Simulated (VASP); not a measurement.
# HgTe (Coloradoite) (F-43m) in VASP: notebook, part 2 of 2

VASP 6.6.1.

### 3 Relaxation of cell and atoms, PBE

This run uses another cell than the first one, of 33.22 Å³/atom, 0.960 times its volume.

File INCAR:

```
ALGO = Normal
EDIFF = 1E-6
EDIFFG = -0.01
ENCUT = 300
GGA = PE
IBRION = 2
ISIF = 3
ISMEAR = 0
LASPH = True
LCHARG = False
LREAL = False
LWAVE = False
NELM = 80
NSW = 90
PREC = Accurate
SIGMA = 0.03
```

File KPOINTS:

```
k-points
0
Gamma
  5 5 5
```

File POSCAR:

```
HgTe
1.0
    0.0000000000      3.2145000000      3.2145000000
    3.2145000000      0.0000000000      3.2145000000
    3.2145000000      3.2145000000      0.0000000000
Hg Te
1 1
Direct
    0.0000000000      0.0000000000      0.0000000000
    0.2500000000      0.2500000000      0.2500000000
```

Potentials or basis: VASP PAW PBE potentials, release 64 (Hg, Te).

Launch:

```sh
cat potpaw_PBE.64/Hg/POTCAR potpaw_PBE.64/Te/POTCAR > POTCAR
mpirun -np 1 vasp_std > vasp.out
```

OUTCAR:

```text
EDIFF = 1E-6
   EDIFFG = -0.01
   ENCUT = 300
   GGA = PE
   IBRION = 2
   ISIF = 3
   ISMEAR = 0
   LASPH = True
   LREAL = False
   NELM = 80
   NSW = 90
   PREC = Accurate

 ion  position               nearest neighbor table
   1  0.000  0.000  0.000-   2 2.78   2 2.78   2 2.78   2 2.78
   2  0.250  0.250  0.250-   1 2.78   1 2.78   1 2.78   1 2.78

  LATTYP: Found a face centered cubic cell.
 ALAT       =     6.4290000000

  Lattice vectors:

 A1 = (   0.0000000000,   3.2145000000,   3.2145000000)
 A2 = (   3.2145000000,   0.0000000000,   3.2145000000)
 A3 = (   3.2145000000,   3.2145000000,   0.0000000000)

Analysis of symmetry for initial positions (statically):
=====================================================================
 Subroutine PRICEL returns:
 Original cell was already a primitive cell.

 Routine SETGRP: Setting up the symmetry group for a
 face centered cubic supercell.
[... 165 lines left out ...]
  external PRESSURE =      45.1310145 kB  Pullay stress =       0.0000000 kB
[... 59 lines left out ...]
--------------------------------------- Ionic step        3  -------------------------------------------

 number of electron      17.9999989 magnetization

 Free energy of the ion-electron system (eV)
  ---------------------------------------------------
  ext. energy  EPLUGINS =         0.00000000
  ---------------------------------------------------
  free energy    TOTEN  =        -3.61396228 eV

  energy without entropy =       -3.61359205  energy(sigma->0) =       -3.61377717

 E-fermi :   2.2403     XC(G=0):  -8.3441

 val. band max:        2.2311132806   @ k =   0.0000   0.0000   0.0000
 cond. band min:       2.9556854531   @ k =   0.4000   0.0000   0.0000
 fundamental gap:      0.7245721725
 Fermi energy:         2.2402503504

 k-point     1 :       0.0000    0.0000    0.0000
  band No.  band energies     occupation
      1      -9.1721      2.00000
      2      -4.6507      2.00000
      3      -4.6507      2.00000
      4      -4.6507      2.00000
      5      -4.2204      2.00000
      6      -4.2204      2.00000
      7       1.2906      2.00000
      8       2.2311      1.33334
      9       2.2311      1.33333
     10       2.2311      1.33333
     11       6.5956      0.00000
     12       6.5956      0.00000
     13       6.5956      0.00000
[... 171 lines left out ...]
  FREE ENERGIE OF THE ION-ELECTRON SYSTEM (eV)
  ---------------------------------------------------
  free  energy   TOTEN  =        -3.6139622819 eV

  energy  without entropy=       -3.6135920524  energy(sigma->0) =       -3.61377717

 reached required accuracy - stopping structural energy minimisation
```

Run time: 25 s. Hardware: 1 thread of Intel Xeon Platinum 8375C at 2.90GHz (Ice Lake), shared host; peak memory 0.15 GiB.

What came out:

```yaml
Free_energy: -3.6140 eV
Relaxed_volume: 36.84 Å³/atom
Relaxed_cell: a = 4.706 Å, b = 4.706 Å, c = 4.706 Å, α = 60.00°, β = 60.00°, γ = 60.00°
Space_group_after_relaxing_to_0.05_Å: F-43m (No. 216)
Energy_gained_by_relaxing: 46.0 meV/atom
Ionic_steps: 3
Pressure_after_relaxing: 0.0 GPa
Band_gap_on_the_k_mesh: none (metal or under the smearing width)
```

Step by step:
```csv
step,energy change (eV),largest force (eV/Å),pressure (GPa),volume (Å³)
1,0.0000,0.0000,4.51,66.43
2,-0.0863,0.0000,-0.86,75.84
3,-0.0921,0.0000,0.02,73.68
```

Final structure:
```cif
data_structure
_symmetry_space_group_name_H-M 'P 1'
_symmetry_Int_Tables_number 1
_cell_length_a 4.7057
_cell_length_b 4.7057
_cell_length_c 4.7057
_cell_angle_alpha 60.000
_cell_angle_beta 60.000
_cell_angle_gamma 60.000
_cell_volume 73.68
loop_
_atom_site_label
_atom_site_type_symbol
_atom_site_fract_x
_atom_site_fract_y
_atom_site_fract_z
_atom_site_occupancy
Hg1 Hg 0.00000 0.00000 0.00000 1
Te1 Te 0.25000 0.25000 0.25000 1
```

Levels at points of the mesh, in eV from the Fermi level:
| k point | band 5 | band 6 | band 7 | band 8 | band 9 | band 10 | band 11 | band 12 | band 13 |
| --- | --- | --- | --- | --- | --- | --- | --- | --- | --- |
| (0.00, 0.00, 0.00) | -6.46 | -6.46 | -0.95 | -0.01 | -0.01 | -0.01 | 4.36 | 4.36 | 4.36 |

Caveat: the volume moved by +11 % from the deposited cell, more than functionals usually miss.

### 4 Relaxation of cell and atoms, PBE

This run uses another cell than the first one, of 36.84 Å³/atom, 1.065 times its volume.

Changes to INCAR since step 3:

```diff
@@ -1,4 +1,4 @@
 ALGO = Normal
-EDIFF = 1E-6
-EDIFFG = -0.01
+EDIFF = 1E-7
+EDIFFG = -0.005
 ENCUT = 300
```

KPOINTS is that of step 3.

File POSCAR:

```
HgTe                                    
1.0
    0.0000000000      3.3274288821      3.3274288821
    3.3274288821     -0.0000000000      3.3274288821
    3.3274288821      3.3274288821      0.0000000000
  Hg              Te            
     1     1
Direct
     0.0000000000000000    0.0000000000000000    0.0000000000000000
     0.2500000000000000    0.2500000000000000    0.2500000000000000
```

Launch:

```sh
cat potpaw_PBE.64/Hg/POTCAR potpaw_PBE.64/Te/POTCAR > POTCAR
mpirun -np 1 vasp_std > vasp.out
```

It took 18 s on 1 thread of Intel Xeon Platinum 8375C at 2.90GHz (Ice Lake), shared host; peak memory 0.15 GiB.

It converged, with:

- Free energy: -3.6239 eV
- Relaxed volume: 36.69 Å³/atom
- Relaxed cell: a = 4.699 Å, b = 4.699 Å, c = 4.699 Å, α = 60.00°, β = 60.00°, γ = 60.00°
- Space group after relaxing (to 0.05 Å): F-43m (No. 216)
- Energy gained by relaxing: 0.0 meV/atom
- Ionic steps: 2
- Pressure after relaxing: 0.0 GPa
- Band gap on the k mesh: none (metal or under the smearing width)

Final structure:
```xyz
2
Lattice="0.0000 3.3228 3.3228 3.3228 0.0000 3.3228 3.3228 3.3228 0.0000" Properties=species:S:1:pos:R:3 pbc="T T T"
Hg    6.6455    6.6455    6.6455
Te    1.6614    1.6614    1.6614
```

Levels at points of the mesh, in eV from the Fermi level:
```tsv
k point	band 6	band 7	band 8	band 9	band 10	band 11	band 12	band 13
(0.00, 0.00, 0.00)	-6.48	-0.94	-0.01	-0.01	-0.01	4.35	4.35	4.35
```

The run has no spin-orbit coupling, so splittings on Hg, Te are missing.
